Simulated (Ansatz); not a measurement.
# NiO (Fm-3m) in Ansatz: a series of runs, part 2 of 3

Ansatz 0.2.0. The steps go on from the part before.

## Step 3: Phonons, PBE, collinear spin, ferromagnetic start

The input, input.yaml:

```yaml
crystal:
  lattice:
    - [0.0, 2.0859016414, 2.0859016414]
    - [2.0859016414, 0.0, 2.0859016414]
    - [2.0859016414, 2.0859016414, 0.0]
  atoms:
    - { symbol: Ni, position: [0.0, 0.0, 0.0], spin: 1.0 }
    - { symbol: O, position: [0.5, 0.5, 0.5] }
hamiltonian:
  xc: pbe
  pseudopotentials: { kind: paw }
magnetization:
  spin_polarized: true
kpoints:
  mp_grid: { grid: [10, 10, 10] }
scf:
  occupations: { method: fermi_dirac, width: 0.05 }
phonons:
  method: dfpt
  qmesh: [2, 2, 2]
  temperatures: { t_max: 1000, t_step: 100 }
  qpath:
    path:
      - [[0.0, 0.0, 0.0], [0.5, 0.0, 0.5], [0.5, 0.25, 0.75], [0.375, 0.375, 0.75], [0.0, 0.0, 0.0], [0.5, 0.5, 0.5], [0.625, 0.25, 0.625], [0.5, 0.25, 0.75], [0.5, 0.5, 0.5], [0.375, 0.375, 0.75]]
      - [[0.625, 0.25, 0.625], [0.5, 0.0, 0.5]]
    npoints: 8
```

Potentials or basis: Ansatz PAW.

Command:

```sh
$ ansatz run input.yaml --threads 2 --pin off --max-ram 5120MiB --backend cpu --events-out ev --progress --plain --runs-dir out
```

Output:

```text
Warning: RAYON_NUM_THREADS=2 ignored (pool sized by the plan → 2); use --threads N
Engine: ansatz 0.2.0, aarch64-unknown-linux-gnu
Pseudopotentials: kind: paw
Pseudopotential: Ni, paw, valence charge 18, recommended cutoff 420 eV (normal), Ni.paw.azcp
Pseudopotential: O, paw, valence charge 6, recommended cutoff 420 eV (normal), O.paw.azcp
Functional definition: PBE
  parameter kappa = 0.804
  parameter beta = 0.06672455060314922
  exchange = pbe_x(kappa = kappa, mu = beta*pi^2/3)
  correlation = pbe_c(beta = beta)
Crystal: 2 atoms, lattice volume = 18.151 Å³
[... 73 lines left out ...]
  k-point 2 ↑: bands = ["-89.8679", "-50.2581", "-50.2489", "-50.2489", "-5.5008", "9.0177", "9.7066", "9.7066", "12.0576", "12.0576", "12.4214", "13.3491", "13.3491", "18.0568", "27.7203", "31.6102", "31.6102"]
  k-point 46 ↓: bands = ["-88.0602", "-48.5117", "-48.5060", "-48.4999", "-3.8905", "8.3745", "9.0326", "9.3710", "13.1607", "13.6180", "13.7855", "14.7681", "15.4601", "23.1321", "25.3640", "25.6809", "28.6683"]
--- Phonons (Γ-DFPT): 2 representative perturbations + reference (Σ response iterations 6) ---
  ASR residual: 1.207e-3 → 0.000e0 eV/Å²; symmetrization residual: 8.530e-7 eV/Å²
  ASR residual per site (eV/Å²): 1.21e-3 3.41e-5
  Γ frequencies (cm⁻¹): 0.00 0.00 0.00 242.69 242.69 242.69
--- Phonons (arbitrary-q DFPT): 3 irreducible q on the 2×2×2 mesh ---
  q = [0.0000, 0.0000, 0.0000] (star 1, of the zone-centre solve; hermiticity 6.26e-7, symmetrization 8.28e-13): -0.00 -0.00 0.00 242.69 242.69 242.69
  q = [0.0000, 0.0000, -0.5000] (star 4, 2 solved perturbations on 282 of 1000 k-point pairs; hermiticity 1.44e-11, symmetrization 7.20e-12): 194.04 194.04 243.77 243.77 294.62 431.68
  q = [0.0000, -0.5000, -0.5000] (star 3, 4 solved perturbations in 546 linear systems a pass and spin channel, the states on 171 of 1000 k-point pairs; hermiticity 3.72e-7, symmetrization 2.74e-11): 136.39 136.39 214.69 319.55 319.55 385.12
  sum rule: each row above includes the acoustic sum rule's correction from the zone centre's row sums; it moved no ω² by more than (2.36 cm⁻¹)²
  mesh force constants: q→R imaginary residual 2.18e-17; ASR residual 1.207e-3 → 0.000e0 eV/Å²; symmetrization residual 8.882e-15 eV/Å²
  interpolated dispersion: 82 rows × 6 modes
  density of states and harmonic sums: on the 26×26×26 q-mesh, interpolated from the force constants of a 2×2×2 supercell (no non-analytic term)
  largest difference from the sums on the solved wave vectors: F 4.99e-2 eV, S 8.22e-5 and C_V 3.23e-5 eV/K
  zero-point energy: 0.093620 eV/cell   skipped modes (ω ≤ 0): 3   left out of the sums: 2.84e-5 of the cell's modes: C_V's classical limit lies that fraction below 3 k_B per atom; for a crystal, a wire or a layer, F and S can be off by more, and a phonons.interpolated_qmesh denser along its periods is the remedy for the sampling
```

phdos.tsv:

```text
# omega_inv_cm	omega_thz	g_bin_mean(omega)[modes/inv_cm]
# format = ansatz-phdos/2
# interpolated_qmesh = 26 26 26
# force_constants_supercell = 2 2 2
# lo_to_splitting: not included (the non-analytic LO-TO correction is not applied to the interpolated dynamical matrix; polar crystals: no LO-TO splitting at GAMMA, and LO and other optical branches, acoustic branches and sound speeds, and with them the density of states and the thermodynamics, can be off between the wave vectors that the force constants were sampled on, most near GAMMA; a larger extent of the force constants narrows that region and is not shown to mend the acoustic slopes)
# g_bin_mean(omega): the modes in a bin one row spacing wide, centred on omega, divided by that spacing. A flat band (one whose frequency is the same at every q-point) is counted whole in the row whose bin holds it (on the edge of two bins, in the lower row). The modes of the run's own cell are the sum of g_bin_mean times the row spacing in inv_cm (a plain sum, not the trapezoid rule); for a one-atom cell on a GAMMA-only q-mesh every row is zero, so that sum is 0, not 3
0.000000	0.000000	3.809266e-9
0.863355	0.025883	9.904091e-8
1.726711	0.051765	3.733081e-7
2.590066	0.077648	8.304200e-7
3.453421	0.103531	1.470377e-6
4.316777	0.129414	2.293178e-6
[... 493 lines left out ...]
430.814327	12.915489	5.604948e-4
431.677683	12.941371	2.162826e-5
```

Wall time 42 s (2 threads of Arm Neoverse V2, shared host); peak memory 0.71 GiB.

What came out:

* Free energy: -6405.6701 eV
* Band gap on the k mesh: none (metal or under the smearing width)
* Net moment: 1.73 μB per cell
* Absolute moment: 1.74 μB per cell
* Site moments: Ni +1.40; O +0.27 μB
* Highest phonon frequency: 432 cm⁻¹

Phonon frequencies in cm⁻¹ (negative: imaginary):
```csv
q point,frequencies
"(0.000, 0.000, 0.000)",0 0 0 243 243 243
"(0.000, 0.000, -0.500)",194 194 244 244 295 432
"(0.000, -0.500, -0.500)",136 136 215 320 320 385
```

Caveat: the q mesh is small, so phonon branches between its points and thermal values are rough; a cell with one magnetic atom can't hold antiferromagnetic order, which such compounds often take; semilocal functionals often make such compounds metallic where correlation or magnetic order opens a gap, which also shifts bond lengths.

## Step 4: Band structure, PBEsol+U, collinear spin, ferromagnetic start

Changes to input.yaml since step 3:

```diff
@@ -9,4 +9,5 @@
 hamiltonian:
-  xc: pbe
+  xc: pbesol
   pseudopotentials: { kind: paw }
+  hubbard: { sites: [{ species: Ni, l: d, u_eff: 4.0 }] }
 magnetization:
@@ -14,10 +15,4 @@
 kpoints:
-  mp_grid: { grid: [10, 10, 10] }
-scf:
-  occupations: { method: fermi_dirac, width: 0.05 }
-phonons:
-  method: dfpt
-  qmesh: [2, 2, 2]
-  temperatures: { t_max: 1000, t_step: 100 }
-  qpath:
+  mp_grid: { grid: [11, 11, 11] }
+  band_path:
     path:
@@ -25,2 +20,10 @@
       - [[0.625, 0.25, 0.625], [0.5, 0.0, 0.5]]
-    npoints: 8
+    npoints: 14
+scf:
+  occupations: { method: fermi_dirac, width: 0.05 }
+  n_extra_bands: 6
+output:
+  forces: true
+  stress: true
+  eigenvalues: true
+  fatbands: false
```

Potentials or basis: Ansatz PAW.

Command:

```sh
$ ansatz run input.yaml --threads 2 --pin off --max-ram 5120MiB --backend cpu --events-out ev --progress --plain --runs-dir out
```

Output:

```text
Warning: RAYON_NUM_THREADS=2 ignored (pool sized by the plan → 2); use --threads N
Ni: projections on atomic orbitals take those of the free atom [Ne] 3s2 3p6 3d8 4s2, of charge +0.00 (hamiltonian.pseudopotentials.projection_atoms); the dataset's partial waves leave at most 1.6e-6 of an orbital's norm unspanned inside its sphere
O: projections on atomic orbitals take those of the free atom [He] 2s2 2p4, of charge +0.00 (hamiltonian.pseudopotentials.projection_atoms); the dataset's partial waves leave at most 1.9e-8 of an orbital's norm unspanned inside its sphere
scf.n_extra_bands = 6 over 12 filled bands (N_el = 24.0): the run solves 18 bands
[... 4 set-up lines as earlier in the session ...]
Functional definition: PBEsol
  exchange = pbesol_x
  correlation = pbesol_c
Crystal: 2 atoms, lattice volume = 18.151 Å³
Basis set: ecut = 420 eV, 339 PW (Γ), exchange–correlation on 40×40×40 points (8 copies of the dense FFT grid, shifted against one another)
Bands: 18, of which v1, the nominal top of the filled ones, is band 12 counted from 1 (11 counted from 0)
[... 2 set-up lines as earlier in the session ...]
Magnetic group: BNS 225.116 (UNI 1618), of the structure as read, at distance tolerance 2.6e-5 Å
k-points: 56 of 1331
[... 8 set-up lines as earlier in the session ...]
Starting moments: Σ|m| = 1 μB on 1 of 2 sites
[... 1 set-up line as earlier in the session ...]
Functional: x = pbesol(κ = 0.804, μ = 0.12345679012345678), c = pbesol(β = 0.046)
SCF iter   1: F=—  HF=-6366.566463 eV  |F-HF|=—  |Δ(HF+E_count)|=         —  Δρ=3.25e-1 (↑1.71e-1 ↓3.25e-1)  dr2=3.42e1  dr2_m=1.28e0  M=0.217 μB ∫|m|=0.219 μB  β_m=0.30  ethr=3.10e-3  ⟨swp⟩=5.6  Hψ=8846  notcnv=0
preconditioner: auto → none  [metal: Δε(μ)=0.002 eV  Ē_g=17.899 eV  σ=0.050 eV  W_gap=0.01  n_scr=8 (ndim 8)  ℏωp=34.9 eV  f_vac=0.000  D(μ)=1.25/eV (n_scr^D=14)  sad-step TF]
SCF iter   2: F=—  HF=-6362.290690 eV  |F-HF|=—  |Δ(HF+E_count)|=    4.28e0  Δρ=6.09e-2 (↑4.08e-2 ↓6.09e-2)  dr2=3.48e-1  dr2_m=6.29e-2  M=0.817 μB ∫|m|=0.817 μB  β_m=1.00  ethr=3.10e-3  ⟨swp⟩=3.3  Hψ=5477  notcnv=0  defer=112
[... 23 lines left out ...]
Absolute magnetization: 2.0072 μB (∫|ρ↑−ρ↓|, with the PAW one-centre terms)
Spin contamination: 0.0017 ħ² per cell (⟨S²⟩ above its minimum at these occupations)
Per-site moments (μB) at R_I (Å): [(1.663729374317814, 0.8604344270775), (0.26723145781213503, 0.8604344270775)]
Free energy (F): -6363.490354 eV
Harris-Foulkes:  -6363.490354 eV  (|F-HF|=1.35e-9)
Internal energy: -6363.490354 eV  (E = F + TS)
E sigma→0 (E₀):  -6363.490354 eV
Entropy (-TS):   -0.000000 eV (-0.000 meV/atom)
Fermi energy:    14.394153 eV
--- Per-component energies (eV) ---
  E_band       = -346.927174
  E_kinetic    = 450.235680
  E_local      = -3982.244792  (includes V_loc(G=0)·N_el)
  E_nonlocal   = 691.950475
  E_hartree    = 1634.375574
  E_xc         = -154.682662
  E_vxc        = -199.369754  (∫ρ·V_xc dr)
  E_hubbard    = 0.606357  (on-site DFT+U / exact-exchange correction)
  E_vhub       = -15.406541  (the Hubbard potential's part of the band-sum identity)
  E_paw        = -1749.167805  (= ΣΔE_a)
  E_vpaw       = -560.850254  (= ΣTr[D̂ρ^β])
  E_aug_tail   = 0.003153  (compensation charges beyond the density's cutoff)
  E_ewald      = -3254.798910
  E_core_change = 0.232577  (= ΣΔE_core)
  E_smearing   = -0.000000  (= −TS)
  E_closure    = 0.000000  (closes the sum)
  Σ components = -6363.490354   (vs F -6363.490354, Δ=0.00e0)
--- Forces (eV/Å), atoms counted from 1 ---
  atom   1  Ni    -0.00000000    -0.00000000    -0.00000000
  atom   2  O      0.00000000     0.00000000     0.00000000
  max |Σ_I F_I| component: 8.61e-30 eV/Å
--- Stress (GPa, compression-positive) ---
        2.187598      -0.000000       0.000000
        0.000000       2.187598       0.000000
        0.000000       0.000000       2.187598
  P = ⅓ Tr σ = 2.1876 GPa (21.876 kbar)
--- Band table (eV; the first three rows and the last of 112) ---
  k-point 0 ↑: bands = ["-90.3057", "-50.8137", "-50.8137", "-50.8137", "-5.7312", "8.6567", "8.6567", "9.2898", "9.2898", "9.2898", "11.6721", "11.6721", "11.6721", "15.8330", "31.8751", "32.9639", "32.9639", "32.9639"]
  k-point 1 ↑: bands = ["-90.3054", "-50.8162", "-50.8141", "-50.8141", "-5.6315", "8.4664", "8.4664", "9.1071", "9.3141", "9.3141", "11.2609", "11.9237", "11.9237", "16.4546", "30.0483", "32.6726", "32.6726", "33.8876"]
  k-point 2 ↑: bands = ["-90.3049", "-50.8227", "-50.8150", "-50.8150", "-5.3517", "8.0204", "8.0204", "8.3975", "9.4376", "9.4376", "10.7936", "12.4807", "12.4807", "17.6991", "27.7831", "31.5287", "31.5287", "34.2615"]
  k-point 55 ↓: bands = ["-88.1767", "-48.7603", "-48.7586", "-48.7492", "-3.5241", "8.1360", "8.1513", "9.6696", "11.3727", "11.5759", "11.7475", "15.7095", "16.3171", "23.3267", "25.0531", "25.2677", "28.3931", "35.7469"]
Occupation matrices written to <dir>
```

bands.tsv:

```text
# k_distance	band_0_up	band_1_up	band_2_up	band_3_up	band_4_up	band_5_up	band_6_up	band_7_up	band_8_up	band_9_up	band_10_up	band_11_up	band_12_up	band_13_up	band_14_up	band_15_up	band_16_up	band_17_up	band_0_dn	band_1_dn	band_2_dn	band_3_dn	band_4_dn	band_5_dn	band_6_dn	band_7_dn	band_8_dn	band_9_dn	band_10_dn	band_11_dn	band_12_dn	band_13_dn	band_14_dn	band_15_dn	band_16_dn	band_17_dn
[... 161 lines left out ...]
9.668003	-104.696574	-65.236004	-65.219609	-65.219609	-18.790571	-6.889307	-5.949800	-5.406332	-4.607934	-4.114831	-4.114831	-4.110183	-4.110183	5.825123	10.585765	11.849750	16.482018	16.482018	-102.570518	-63.162594	-63.143948	-63.143948	-18.008821	-6.545351	-5.013641	-3.668070	-3.668070	-2.948237	-2.948237	0.900663	1.393742	6.367699	10.962961	12.200754	16.911440	16.911440
```

occupation_matrices:

```text
# The occupation matrices of the corrected shells as a run of Ansatz 0.0.0 ended. An entry of
# hamiltonian.hubbard.sites starts from them by `starting_ns: <path of this file>`, where that key's refused
# combinations let it.
[... 25 lines left out ...]
  site0_d_down:
    matrix:
      - [0.1672020978653302, -1.3552527156068805e-19, 1.6263032587282567e-19, -4.607859233063394e-18, 1.6263032587282567e-19]
      - [-1.3552527156068805e-19, 0.995533491087988, 2.964615315390051e-20, 5.421010862427522e-20, -3.5998900258307764e-21]
      - [-3.2526065174565133e-19, 2.964615315390051e-20, 0.9955334910879879, 5.963111948670274e-19, 8.470329472543003e-22]
      - [-5.908901840045999e-18, 5.421010862427522e-20, 7.047314121155779e-19, 0.1672020978653303, 1.3552527156068805e-20]
      - [-2.710505431213761e-19, 9.952637130238029e-21, -8.470329472543003e-22, -2.0159384144652348e-19, 0.9955334910879879]
```

It took 4.4 s on 2 threads of Arm Neoverse V2, shared host; peak memory 0.3 GiB.

What came out:

| Item | Value |
| --- | --- |
| Free energy | -6363.4904 eV |
| Pressure | 2.2 GPa |
| Band gap on the k mesh | 1.03 eV, indirect (least direct gap 1.83 eV) |
| Band gap along the path | 0.99 eV, indirect (least direct gap 1.78 eV) |
| Net moment | 2.00 μB per cell |
| Absolute moment | 2.01 μB per cell |
| Site moments | Ni +1.66; O +0.27 μB |

Levels at the corners of the path, in eV from the valence-band top:
Spin up:
```tsv
point	band 10	band 11	band 12	band 13	band 14	band 15	band 16	band 17
Γ	-4.58	-2.20	-2.20	-2.20	1.96	18.00	19.09	19.09
X	-3.59	-3.59	-3.59	-3.59	6.35	11.11	12.37	17.01
W	-3.59	-3.16	-3.16	-2.05	8.81	11.09	11.09	13.71
K	-3.71	-3.09	-2.97	-1.70	8.06	10.66	10.99	16.17
Γ	-4.58	-2.20	-2.20	-2.20	1.96	18.00	19.09	19.09
L	-3.91	-2.82	0.00	0.00	5.90	10.51	14.27	14.27
U	-3.71	-3.09	-2.97	-1.70	8.06	10.66	10.99	16.17
W	-3.59	-3.16	-3.16	-2.05	8.81	11.09	11.09	13.71
L	-3.91	-2.82	0.00	0.00	5.90	10.51	14.27	14.27
K	-3.71	-3.09	-2.97	-1.70	8.06	10.66	10.99	16.17
U	-3.71	-3.09	-2.97	-1.70	8.06	10.66	10.99	16.17
X	-3.59	-3.59	-3.59	-3.59	6.35	11.11	12.37	17.01
```
Spin down:
```csv
point,band 7,band 8,band 9,band 10,band 11,band 12,band 13,band 14,band 15,band 16
Γ,-3.52,-3.52,-1.71,-1.71,-1.71,0.99,0.99,2.35,17.97,19.39
X,-4.49,-3.14,-3.14,-2.42,-2.42,1.42,1.92,6.89,11.49,12.72
W,-5.66,-4.35,-2.42,-2.24,-2.24,1.80,2.40,9.47,11.44,11.44
K,-5.74,-3.53,-2.72,-2.56,-2.04,2.01,2.45,8.58,11.05,11.35
Γ,-3.52,-3.52,-1.71,-1.71,-1.71,0.99,0.99,2.35,17.97,19.39
L,-4.25,-4.25,-2.15,-2.15,-1.79,3.57,3.57,6.12,11.07,14.61
U,-5.74,-3.53,-2.72,-2.56,-2.04,2.01,2.45,8.58,11.05,11.35
W,-5.66,-4.35,-2.42,-2.24,-2.24,1.80,2.40,9.47,11.44,11.44
L,-4.25,-4.25,-2.15,-2.15,-1.79,3.57,3.57,6.12,11.07,14.61
K,-5.74,-3.53,-2.72,-2.56,-2.04,2.01,2.45,8.58,11.05,11.35
U,-5.74,-3.53,-2.72,-2.56,-2.04,2.01,2.45,8.58,11.05,11.35
X,-4.49,-3.14,-3.14,-2.42,-2.42,1.42,1.92,6.89,11.49,12.72
```

Eigenvalues of the final occupation matrices:
| site | spin | trace | eigenvalues |
| --- | --- | --- | --- |
| site 1 | 1 | 4.99 | 1.00 1.00 1.00 1.00 1.00 |
| site 1 | 2 | 3.32 | 0.17 0.17 1.00 1.00 1.00 |

Caveat: the magnetic or orbital state may not be the lowest; the pressure holds a Pulay correction of +0.8 GPa for the finite cutoff; a cell with one magnetic atom can't hold antiferromagnetic order, which such compounds often take; the PAW data sets come from PBE, with cores solved anew for the run's functional, which leaves a small shift of forces and pressure. The state reached can hang on the start; a lower one may exist.

(Part 2 of 3 ends here.)
